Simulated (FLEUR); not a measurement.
# CdSe (Cadmoselite) (P6_3mc) in FLEUR: settings compared

Aim: see how the results for CdSe (Cadmoselite) move with the level of theory and the settings. Levels: LDA (Moruzzi-Janak-Williams), LDA (Perdew-Zunger). Tasks: band structure, equation of state.

All numbers are computed with FLEUR MaX-R8.1 (patched build s14); they aren't measurements. Logs are shortened: lines on timing, memory, paths and dates and some standing lists are left out, and cuts for length are marked.

**Experimental background.**

From a printed reference work, data compilation, for a bulk crystal of CdSe at 2 K: band gap 1.841 eV.

How close the calculation comes is told below.

## (1) The crystal as given

Symmetry: P6_3mc, No. 186, hexagonal system. The conventional cell has a = 4.300 Å, b = 4.300 Å, c = 7.020 Å, α = 90.00°, β = 90.00°, γ = 120.00°. Around Cd (site symmetry 3m) lie 4 Se at 2.61 to 2.70 Å. Around Se (site symmetry 3m) lie 4 Cd at 2.61 to 2.70 Å.

## (2) Band structure, LDA (Moruzzi-Janak-Williams)

Input file inp.xml:

```xml
<?xml version="1.0" encoding="UTF-8" standalone="no"?>
<fleurInput fleurInputVersion="0.39">
   <comment>
      CdSe                                                                                                
   </comment>
   <calculationSetup>
      <cutoffs Kmax="3.95" Gmax="12.3" GmaxXC="12.3" numbands="0"/>
      <scfLoop itmax="60" minDistance="0.00001" maxIterBroyd="15" imix="Anderson" alpha="0.05" precondParam="0.0" spinf="2.0"/>
      <coreElectrons ctail="T" frcor="F" kcrel="0" coretail_lmax="0"/>
      <xcFunctional name="mjw" relativisticCorrections="F"/>
      <magnetism jspins="1"/>
      <soc l_soc="F" theta="0.0" phi="0.0" spav="F"/>
      <expertModes spex="0" secvar="F"/>
      <geometryOptimization l_f="F" forcealpha="1.0" forcemix="BFGS" epsdisp="0.00001" epsforce="0.00001"/>
      <ldaU l_linMix="F" mixParam="0.05" spinf="1.0"/>
   </calculationSetup>
   <cell>
      <bzIntegration valenceElectrons="72.0" mode="hist" fermiSmearingEnergy="0.00183747">
         <kPointListSelection listName="default-1"/>
         <!-- k-points included here -->
         <xi:include xmlns:xi="http://www.w3.org/2001/XInclude" href="kpts.xml"> </xi:include>
      </bzIntegration>
      <!-- symmetry operations included here -->
      <xi:include xmlns:xi="http://www.w3.org/2001/XInclude" href="sym.xml"> </xi:include>
      <bulkLattice scale="1.0">
[... 30 lines left out ...]
         </electronConfig>
         <energyParameters s="4" p="4" d="4" f="4"/>
         <lo type="SCLO" l="2" n="3" eDeriv="0"/>
         <lo type="SCLO" l="0" n="4" eDeriv="2"/>
         <lo type="SCLO" l="1" n="4" eDeriv="2"/>
         <lo type="SCLO" l="3" n="4" eDeriv="2"/>
      </species>
   </atomSpecies>
   <atomGroups>
      <atomGroup species="Cadmium (Cd)">
         <relPos label="                   1">-1.000/3.000 1.000/3.000 1.000/2.000</relPos>
         <relPos label="                   2">1.000/3.000 -1.000/3.000 .0000000000</relPos>
         <force calculate="T" relaxXYZ="TTT"/>
      </atomGroup>
      <atomGroup species="Selenium (Se)">
         <relPos label="                   3">-1.000/3.000 1.000/3.000 -.1150000000</relPos>
         <relPos label="                   4">1.000/3.000 -1.000/3.000 .3850000000</relPos>
         <force calculate="T" relaxXYZ="TTT"/>
      </atomGroup>
   </atomGroups>
   <output dos="F" band="F" slice="F">
      <checks vchk="F" cdinf="F"/>
      <bandDOS minEnergy="-.5*Htr" maxEnergy="0.5*Htr" sigma="0.015" storeEVData="T"/>
      <vacuumDOS vacdos="F" integ="F" star="F" nstars="0" locx1="0.0" locy1="0.0" locx2="0.0" locy2="0.0" nstm="0" tworkf="0.0"/>
      <unfoldingBand unfoldBand="F" supercellX="1" supercellY="1" supercellZ="1"/>
      <plotting iplot="0" polar="F">
         <plot TwoD="T" vec1="  1.0  0.0  0.0" vec2="  0.0  1.0  0.0" vec3="  0.0  0.0  1.0" zero="  0.0  0.0  0.0" file="plot"/>
      </plotting>
      <chargeDensitySlicing numkpt="0" minEigenval="0.0" maxEigenval="0.0" nnne="0" pallst="F"/>
      <specialOutput eonly="F"/>
      <magneticCircularDichroism mcd="F" energyLo="-10.0" energyUp="0.0"/>
   </output>
  <!-- We include the file relax.xml here to enable relaxations (see documentation) -->
  <xi:include xmlns:xi="http://www.w3.org/2001/XInclude" href="relax.xml"> <xi:fallback/> </xi:include>
</fleurInput>
```

Input file crystal.txt:

```
CdSe
&input cartesian=F /
4.3000000000  0.0000000000  0.0000000000
-2.1500000000  3.7239092363  0.0000000000
0.0000000000  0.0000000000  7.0200000000
1.8897261246
1.0 1.0 1.0

4
48 0.6666666667  0.3333333333  0.5000000000
48 0.3333333333  0.6666666667  0.0000000000
34 0.6666666667  0.3333333333  0.8850000000
34 0.3333333333  0.6666666667  0.3850000000

&kpt div1=7 div2=7 div3=4 gamma=T /
```

Input file inp.xml (bands):

```
<?xml version="1.0" encoding="UTF-8" standalone="no"?>
<fleurInput fleurInputVersion="0.39">
   <comment>
      CdSe                                                                                                
   </comment>
   <calculationSetup>
      <cutoffs Kmax="3.95" Gmax="12.3" GmaxXC="12.3" numbands="0"/>
      <scfLoop itmax="60" minDistance="0.00001" maxIterBroyd="15" imix="Anderson" alpha="0.05" precondParam="0.0" spinf="2.0"/>
      <coreElectrons ctail="T" frcor="F" kcrel="0" coretail_lmax="0"/>
      <xcFunctional name="mjw" relativisticCorrections="F"/>
      <magnetism jspins="1"/>
      <soc l_soc="F" theta="0.0" phi="0.0" spav="F"/>
      <expertModes spex="0" secvar="F"/>
      <geometryOptimization l_f="F" forcealpha="1.0" forcemix="BFGS" epsdisp="0.00001" epsforce="0.00001"/>
      <ldaU l_linMix="F" mixParam="0.05" spinf="1.0"/>
   </calculationSetup>
   <cell>
      <bzIntegration valenceElectrons="72.0" mode="hist" fermiSmearingEnergy="0.00183747">
         <kPointListSelection listName="path-1"/>
         <!-- k-points included here -->
         <xi:include xmlns:xi="http://www.w3.org/2001/XInclude" href="kpts.xml"> </xi:include>
      </bzIntegration>
      <!-- symmetry operations included here -->
      <xi:include xmlns:xi="http://www.w3.org/2001/XInclude" href="sym.xml"> </xi:include>
[... 31 lines left out ...]
         </electronConfig>
         <energyParameters s="4" p="4" d="4" f="4"/>
         <lo type="SCLO" l="2" n="3" eDeriv="0"/>
         <lo type="SCLO" l="0" n="4" eDeriv="2"/>
         <lo type="SCLO" l="1" n="4" eDeriv="2"/>
         <lo type="SCLO" l="3" n="4" eDeriv="2"/>
      </species>
   </atomSpecies>
   <atomGroups>
      <atomGroup species="Cadmium (Cd)">
         <relPos label="                   1">-1.000/3.000 1.000/3.000 1.000/2.000</relPos>
         <relPos label="                   2">1.000/3.000 -1.000/3.000 .0000000000</relPos>
         <force calculate="T" relaxXYZ="TTT"/>
      </atomGroup>
      <atomGroup species="Selenium (Se)">
         <relPos label="                   3">-1.000/3.000 1.000/3.000 -.1150000000</relPos>
         <relPos label="                   4">1.000/3.000 -1.000/3.000 .3850000000</relPos>
         <force calculate="T" relaxXYZ="TTT"/>
      </atomGroup>
   </atomGroups>
   <output dos="F" band="T" slice="F">
      <checks vchk="F" cdinf="F"/>
      <bandDOS minEnergy="-.5*Htr" maxEnergy="0.5*Htr" sigma="0.015" storeEVData="T"/>
      <vacuumDOS vacdos="F" integ="F" star="F" nstars="0" locx1="0.0" locy1="0.0" locx2="0.0" locy2="0.0" nstm="0" tworkf="0.0"/>
      <unfoldingBand unfoldBand="F" supercellX="1" supercellY="1" supercellZ="1"/>
      <plotting iplot="0" polar="F">
         <plot TwoD="T" vec1="  1.0  0.0  0.0" vec2="  0.0  1.0  0.0" vec3="  0.0  0.0  1.0" zero="  0.0  0.0  0.0" file="plot"/>
      </plotting>
      <chargeDensitySlicing numkpt="0" minEigenval="0.0" maxEigenval="0.0" nnne="0" pallst="F"/>
      <specialOutput eonly="F"/>
      <magneticCircularDichroism mcd="F" energyLo="-10.0" energyUp="0.0"/>
   </output>
  <!-- We include the file relax.xml here to enable relaxations (see documentation) -->
  <xi:include xmlns:xi="http://www.w3.org/2001/XInclude" href="relax.xml"> <xi:fallback/> </xi:include>
</fleurInput>
```

Potentials or basis: all-electron, FLAPW.

Run with:

```console
> inpgen -f crystal.txt -profile fastHighL
> # inp.xml edited to the form shown
> fleur
> fleur   # second run, on inp.xml (bands)
```

The log of the run:

```text
Welcome to FLEUR        (www.flapw.de)
      MaX-Release 8.1          (www.max-centre.eu)

 ========== k-point set info ==========
 Selected k-point list: default-1
 k-point list type: mesh
 7 x 7 x 4
 Number of k points: 24

 ------------Calculation Setup---------------------------
 Number of OMP-threads    :            1
 Number of basis functions:          938
 Approximate size of matrices (H+S) per k-point:         0.026 GB
 --------------------------------------------------------
 Iteration:     1   Distance:       6.09921989 me/bohr^3
 Iteration:     2   Distance:       5.50630100 me/bohr^3
 Iteration:     3   Distance:       3.20354608 me/bohr^3
 Iteration:     4   Distance:       1.06466375 me/bohr^3
 Iteration:     5   Distance:       0.83767984 me/bohr^3
 Iteration:     6   Distance:       0.15644461 me/bohr^3
 Iteration:     7   Distance:       0.08261807 me/bohr^3
 Iteration:     8   Distance:       0.05247047 me/bohr^3
 Iteration:     9   Distance:       0.00564328 me/bohr^3
 Iteration:    10   Distance:       0.00530773 me/bohr^3
 Iteration:    11   Distance:       0.00090737 me/bohr^3
 Iteration:    12   Distance:       0.00037402 me/bohr^3
 Iteration:    13   Distance:       0.00028146 me/bohr^3
 Iteration:    14   Distance:       0.00005732 me/bohr^3
 Iteration:    15   Distance:       0.00001981 me/bohr^3
 Iteration:    16   Distance:       0.00001682 me/bohr^3
 Iteration:    17   Distance:       0.00000452 me/bohr^3

 ********************************************************************
 Run finished successfully
 Stop message:
   all done
 ********************************************************************
```

output (bands):

```text
Welcome to FLEUR        (www.flapw.de)
      MaX-Release 8.1          (www.max-centre.eu)

 ========== k-point set info ==========
 Selected k-point list: path-1
 k-point list type: path
 Number of k points: 60

 ------------Calculation Setup---------------------------
 Number of OMP-threads    :            1
 Number of basis functions:          943
 Approximate size of matrices (H+S) per k-point:         0.027 GB
 --------------------------------------------------------
 Fermi energy correction for insulators:
 No automatic correction of the Fermi energy has been performed.

 Note: Band structure data (together with different weights) is also stored in the banddos.hdf file.
       A convenient way of extracting and plotting the data from that file is by making use of the

 ********************************************************************
 Run finished successfully
 Stop message:
   Charge density postprocessing done.
 ********************************************************************
```

out.xml (last iteration):

```text
<iteration numberForCurrentRun="   17" overallNumber="   17">
         <energyParameters units="Htr">
            <atomicEP atomType="1" spin="1" branch="5s" branchLowest="-3.60" branchHighest="1.23" value="-0.0079248154"/>
            <atomicEP atomType="1" spin="1" branch="5p" branchLowest="-2.16" branchHighest="1.91" value="0.1529625350"/>
            <atomicEP atomType="1" spin="1" branch="4d" branchLowest="-14.18" branchHighest="-0.04" value="-0.1472487899"/>
            <atomicEP atomType="1" spin="1" branch="4f" branchLowest="-9.99" branchHighest="2.08" value="0.4689200640"/>
            <loAtomicEP atomType="1" spin="1" branch="4s" branchLowest="-26.62" branchHighest="-3.60" value="-3.6008019405"/>
            <loAtomicEP atomType="1" spin="1" branch="4p" branchLowest="-21.77" branchHighest="-2.16" value="-2.1776397869"/>
            <loAtomicEP atomType="1" spin="1" branch="4p" branchLowest="-21.77" branchHighest="-2.16" value="-2.1776397869"/>
            <loAtomicEP atomType="1" spin="1" branch="4d" branchLowest="-14.18" branchHighest="-0.04" value="-0.1573176604"/>
            <loAtomicEP atomType="1" spin="1" branch="4f" branchLowest="-9.99" branchHighest="2.08" value="0.4689180839"/>
            <atomicEP atomType="2" spin="1" branch="4s" branchLowest="-7.44" branchHighest="0.54" value="-0.3696527097"/>
            <atomicEP atomType="2" spin="1" branch="4p" branchLowest="-5.24" branchHighest="1.30" value="-0.0652252080"/>
            <atomicEP atomType="2" spin="1" branch="4d" branchLowest="-1.58" branchHighest="2.61" value="0.1704848061"/>
            <atomicEP atomType="2" spin="1" branch="4f" branchLowest="-9.99" branchHighest="3.53" value="0.3334417659"/>
            <loAtomicEP atomType="2" spin="1" branch="3d" branchLowest="-9.99" branchHighest="-1.58" value="-1.5928819951"/>
            <loAtomicEP atomType="2" spin="1" branch="4s" branchLowest="-7.44" branchHighest="0.54" value="-0.3696527097"/>
            <loAtomicEP atomType="2" spin="1" branch="4p" branchLowest="-5.24" branchHighest="1.30" value="-0.0675484077"/>
            <loAtomicEP atomType="2" spin="1" branch="4f" branchLowest="-9.99" branchHighest="3.53" value="0.3334404960"/>
         </energyParameters>
         <eigenvalues>
            <eigenvaluesAt spin="1" ikpt="1" k_x="0.00000000" k_y="0.00000000" k_z="0.00000000">
                      -3.6007954655       -3.6007951599       -2.1733221627       -2.1733112875       -2.1733025540
                      -2.1733025540       -2.1733009100       -2.1733009100       -1.5926340404       -1.5926340404
                      -1.5926173512       -1.5926173512       -1.5922642336       -1.5922478634       -1.5922478634
                      -1.5922407143       -1.5922092933       -1.5922092933       -0.3429648039       -0.3291577752
                      -0.1676145939       -0.1676145939       -0.1655529301       -0.1655529301       -0.1652457975
[... 55 lines left out ...]
            <spinDependentCharge spin="1" total="72.0000000" interstitial="8.0491837" mtSpheres="63.9508163"/>
            <totalCharge value="72.0000000000"/>
         </valenceDensity>
         <coreStates atomType="     1" atomicNumber=" 48" spin="1" kinEnergy="   5635.2104263963" eigValSum="  -3336.9873953771" lostElectrons=" 0.000000">
            <state n="1" l="0" j="0.5" energy="-972.7361076982" weight="1.0000000000"/>
            <state n="2" l="0" j="0.5" energy="-144.1635299762" weight="1.0000000000"/>
            <state n="2" l="1" j="0.5" energy="-134.2672528797" weight="1.0000000000"/>
            <state n="2" l="1" j="1.5" energy="-127.2048049352" weight="2.0000000000"/>
            <state n="3" l="0" j="0.5" energy="-26.6176851856" weight="1.0000000000"/>
            <state n="3" l="1" j="0.5" energy="-22.6466392309" weight="1.0000000000"/>
            <state n="3" l="1" j="1.5" energy="-21.3854284822" weight="2.0000000000"/>
            <state n="3" l="2" j="1.5" energy="-14.3303470965" weight="2.0000000000"/>
            <state n="3" l="2" j="2.5" energy="-14.0737738968" weight="3.0000000000"/>
         </coreStates>
         <coreStates atomType="     2" atomicNumber=" 34" spin="1" kinEnergy="   2275.1438797436" eigValSum="  -1389.1673245584" lostElectrons=" 0.000425">
            <state n="1" l="0" j="0.5" energy="-458.2336220859" weight="1.0000000000"/>
            <state n="2" l="0" j="0.5" energy="-58.5706626230" weight="1.0000000000"/>
            <state n="2" l="1" j="0.5" energy="-52.5575088624" weight="1.0000000000"/>
            <state n="2" l="1" j="1.5" energy="-51.0260148812" weight="2.0000000000"/>
            <state n="3" l="0" j="0.5" energy="-7.4427764635" weight="1.0000000000"/>
            <state n="3" l="1" j="0.5" energy="-5.3864195443" weight="1.0000000000"/>
            <state n="3" l="1" j="1.5" energy="-5.1703214689" weight="2.0000000000"/>
         </coreStates>
         <allElectronCharges>
            <spinDependentCharge spin="1" total="164.0000000" interstitial="8.0500312" mtSpheres="155.9499688"/>
            <totalCharge value="163.9999999927"/>
         </allElectronCharges>
         <totalEnergy                                    value="   -16035.7880610078" units="Htr">
            <sumOfEigenvalues                            value="    -9528.5443311568">
               <coreElectrons value="-9452.3094398709"/>
               <valenceElectrons value="-76.2348912858"/>
            </sumOfEigenvalues>
            <densityCoulombPotentialIntegral value="-25596.3807315383"/>
            <densityEffectivePotentialIntegral value="-26217.3577709183"/>
            <chargeDenXCDenIntegral value="-468.5482138759"/>
            <FockExchangeEnergyValence value="0.0000000000"/>
            <FockExchangeEnergyCore value="0.0000000000"/>
            <atomTypeDependentContributions atomType="1">
               <electronNucleiInteractionDifferentMTs value="13544.5417064892"/>
               <MadelungTerm value="-37.8486160798"/>
            </atomTypeDependentContributions>
            <atomTypeDependentContributions atomType="2">
               <electronNucleiInteractionDifferentMTs value="5835.0197453853"/>
               <MadelungTerm value="-40.4528531698"/>
            </atomTypeDependentContributions>
            <tkbTimesEntropy value="0.0000058648"/>
            <freeEnergy value="-16035.7880668726"/>
            <extrapolationTo0K value="-16035.7880639402"/>
         </totalEnergy>
         <densityConvergence units="me/bohr^3">
            <chargeDensity spin="1" distance="0.0000045241"/>
         </densityConvergence>
      </iteration>
```

Wall time 6.7 min (1 thread of Intel Xeon Platinum 8259CL at 2.50GHz (Skylake/Cascade Lake), shared host); peak memory 0.1 GiB.

Results:

| Property | Result |
| --- | --- |
| Free energy | -436356.0228 eV |
| Band gap on the k mesh | 0.42 eV, direct |
| Band gap along the path | 0.42 eV, direct |
| Valence electrons inside the program's atomic spheres | Cd 18.39; Se 13.59 (radii Cd 2.47, Se 2.1 bohr) |

Levels at the corners of the path, in eV from the valence-band top:
| point | band 32 | band 33 | band 34 | band 35 | band 36 | band 37 | band 38 | band 39 | band 40 | band 41 |
| --- | --- | --- | --- | --- | --- | --- | --- | --- | --- | --- |
| Γ | -0.73 | -0.73 | -0.02 | 0.00 | 0.00 | 0.42 | 1.89 | 5.74 | 5.74 | 5.99 |
| M | -3.81 | -2.62 | -1.89 | -1.27 | -0.85 | 3.03 | 3.12 | 4.64 | 5.97 | 6.54 |
| K | -3.94 | -3.14 | -1.83 | -1.83 | -1.82 | 4.20 | 4.65 | 4.65 | 6.87 | 6.91 |
| Γ | -0.73 | -0.73 | -0.02 | 0.00 | 0.00 | 0.42 | 1.89 | 5.74 | 5.74 | 5.99 |
| A | -2.65 | -0.38 | -0.38 | -0.38 | -0.38 | 2.12 | 2.12 | 5.63 | 5.63 | 6.13 |
| L | -4.33 | -1.41 | -1.41 | -1.32 | -1.32 | 2.78 | 2.78 | 4.63 | 4.63 | 7.53 |
| H | -4.23 | -2.54 | -2.54 | -1.07 | -1.07 | 3.61 | 3.61 | 5.72 | 5.72 | 6.06 |
| A | -2.65 | -0.38 | -0.38 | -0.38 | -0.38 | 2.12 | 2.12 | 5.63 | 5.63 | 6.13 |
| L | -4.33 | -1.41 | -1.41 | -1.32 | -1.32 | 2.78 | 2.78 | 4.63 | 4.63 | 7.53 |
| M | -3.81 | -2.62 | -1.89 | -1.27 | -0.85 | 3.03 | 3.12 | 4.64 | 5.97 | 6.54 |
| K | -3.94 | -3.14 | -1.83 | -1.83 | -1.82 | 4.20 | 4.65 | 4.65 | 6.87 | 6.91 |
| H | -4.23 | -2.54 | -2.54 | -1.07 | -1.07 | 3.61 | 3.61 | 5.72 | 5.72 | 6.06 |

Core levels (eV from the Fermi level):
```csv
atom,levels
1 Cd,"1s1/2 -26473.1, 2s1/2 -3926.5, 2p1/2 -3657.2, 2p3/2 -3465.0, 3s1/2 -727.9, 3p1/2 -619.8, 3p3/2 -585.5, 3d3/2 -393.5, 3d5/2 -386.6"
2 Cd,"1s1/2 -26473.1, 2s1/2 -3926.5, 2p1/2 -3657.2, 2p3/2 -3465.0, 3s1/2 -727.9, 3p1/2 -619.8, 3p3/2 -585.5, 3d3/2 -393.5, 3d5/2 -386.6"
3 Se,"1s1/2 -12472.8, 2s1/2 -1597.4, 2p1/2 -1433.8, 2p3/2 -1392.1, 3s1/2 -206.1, 3p1/2 -150.2, 3p3/2 -144.3"
4 Se,"1s1/2 -12472.8, 2s1/2 -1597.4, 2p1/2 -1433.8, 2p3/2 -1392.1, 3s1/2 -206.1, 3p1/2 -150.2, 3p3/2 -144.3"
```

## (3) Equation of state, LDA (Moruzzi-Janak-Williams), 26.42 Å³/atom (volume scaled by 0.94)

Changes to inp.xml since step 2:

```diff
@@ -6,3 +6,3 @@
    <calculationSetup>
-      <cutoffs Kmax="3.95" Gmax="12.3" GmaxXC="12.3" numbands="0"/>
+      <cutoffs Kmax="4.07" Gmax="12.6" GmaxXC="12.6" numbands="0"/>
       <scfLoop itmax="60" minDistance="0.00001" maxIterBroyd="15" imix="Anderson" alpha="0.05" precondParam="0.0" spinf="2.0"/>
@@ -24,3 +24,3 @@
       <xi:include xmlns:xi="http://www.w3.org/2001/XInclude" href="sym.xml"> </xi:include>
-      <bulkLattice scale="1.0">
+      <bulkLattice scale="0.9795861087">
          <bravaisMatrix>
@@ -34,3 +34,3 @@
       <species name="Cadmium (Cd)" element="Cd" atomicNumber="48">
-         <mtSphere radius="2.47" gridPoints="817" logIncrement="0.016"/>
+         <mtSphere radius="2.4" gridPoints="817" logIncrement="0.016"/>
          <atomicCutoffs lmax="10" lnonsphr="8"/>
@@ -48,3 +48,3 @@
       <species name="Selenium (Se)" element="Se" atomicNumber="34">
-         <mtSphere radius="2.1" gridPoints="695" logIncrement="0.018"/>
+         <mtSphere radius="2.04" gridPoints="695" logIncrement="0.018"/>
          <atomicCutoffs lmax="8" lnonsphr="6"/>
```

Potentials or basis: all-electron, FLAPW.

Run with:

```console
> inpgen -f crystal.txt -profile fastHighL
> # inp.xml edited to the form shown
> fleur
```

Run time: 4.8 min. Hardware: 1 thread of Intel Xeon Platinum 8259CL at 2.50GHz (Skylake/Cascade Lake), shared host; peak memory 0.1 GiB.

It converged, with:

| Property | Result |
| --- | --- |
| Free energy | -436356.0037 eV |
| Band gap on the k mesh | 0.55 eV, direct |
| Valence electrons inside the program's atomic spheres | Cd 18.27; Se 13.41 (radii Cd 2.4, Se 2.04 bohr) |

[end of part 1 of 2]
